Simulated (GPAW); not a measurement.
Here is a GPAW 26.7.0 calculation.

File run.py:

```python
from ase.dft.bandgap import bandgap
from ase.io import write
from ase.spacegroup import crystal
from ase.units import GPa
from gpaw import GPAW, PW

# C 8a
atoms = crystal(['C'],
                basis=[[0.25, 0.25, 0.25]],
                spacegroup=227, setting=1,  # Fd-3m
                cellpar=[3.56674, 3.56674, 3.56674, 90.0, 90.0, 90.0],
                primitive_cell=True)

calc = GPAW(mode=PW(800),
            xc='MGGA_X_TPSS+MGGA_C_TPSS',
            kpts={'size': (10, 10, 10), 'gamma': True},
            occupations={'name': 'fermi-dirac', 'width': 0.05},
            nbands=11,
            convergence={'density': 1e-05, 'energy': 1e-05},
            eigensolver='davidson',
            maxiter=150,
            txt='gpaw.txt')
atoms.calc = calc
energy = atoms.get_potential_energy()
forces = atoms.get_forces()
stress = atoms.get_stress()
calc.write('gs.gpw')
write('result.traj', atoms)
print(f'Energy: {energy:.6f} eV')
print('Forces (eV/A):')
print(forces.round(4))
print('Stress (GPa):', (stress / GPa).round(3))
print('Fermi level:', round(calc.get_fermi_level(), 4), 'eV')
print(f'Gap: {bandgap(calc)[0]:.4f} eV, direct: {bandgap(calc, direct=True)[0]:.4f} eV')

path = atoms.cell.bandpath('GXWKGLUWLK,UX', npoints=80, eps=1e-4)
bs_calc = calc.fixed_density(kpts=path, symmetry='off', nbands=18,
                             convergence={'bands': 'CBM+6.0', 'eigenstates': 1e-6}, txt='bands.txt')
bs = bs_calc.band_structure()
bs.write('bs.json')
print(f'Gap on the path: {bandgap(bs_calc)[0]:.4f} eV')
```

Potentials or basis: GPAW PAW data sets (gpaw-data 1.2.1), pw.

Launch:

```bash
$ OMP_NUM_THREADS=1 python run.py
```

Estimate the pressure.

0.8 GPa.

What does it give for the band gap on the k mesh?

4.20 eV, indirect (least direct gap 5.82 eV).

Predict the band gap along the path.

4.17 eV, indirect (least direct gap 5.82 eV).

Levels at the corners of the path, in eV from the valence-band top:
| point | band 1 | band 2 | band 3 | band 4 | band 5 | band 6 | band 7 |
| --- | --- | --- | --- | --- | --- | --- | --- |
| Γ | -21.91 | 0.00 | 0.00 | 0.00 | 5.82 | 5.82 | 5.82 |
| X | -13.04 | -13.04 | -6.37 | -6.37 | 4.77 | 4.77 | 17.28 |
| W | -12.25 | -12.25 | -8.43 | -8.43 | 10.76 | 10.76 | 12.62 |
| K | -13.28 | -11.99 | -9.44 | -5.42 | 5.73 | 10.92 | 14.78 |
| Γ | -21.91 | 0.00 | 0.00 | 0.00 | 5.82 | 5.82 | 5.82 |
| L | -16.06 | -13.60 | -2.83 | -2.83 | 8.73 | 8.73 | 8.93 |
| U | -13.28 | -11.99 | -9.44 | -5.42 | 5.73 | 10.92 | 14.78 |
| W | -12.25 | -12.25 | -8.43 | -8.43 | 10.76 | 10.76 | 12.62 |
| L | -16.06 | -13.60 | -2.83 | -2.83 | 8.73 | 8.73 | 8.93 |
| K | -13.28 | -11.99 | -9.44 | -5.42 | 5.73 | 10.92 | 14.78 |
| U | -13.28 | -11.99 | -9.44 | -5.42 | 5.73 | 10.92 | 14.78 |
| X | -13.04 | -13.04 | -6.37 | -6.37 | 4.77 | 4.77 | 17.28 |

Caveat: the PAW data sets were made with another functional, which shifts forces and pressure a little. TPSS opens gaps a little over a GGA but as a rule still falls short of measured ones.
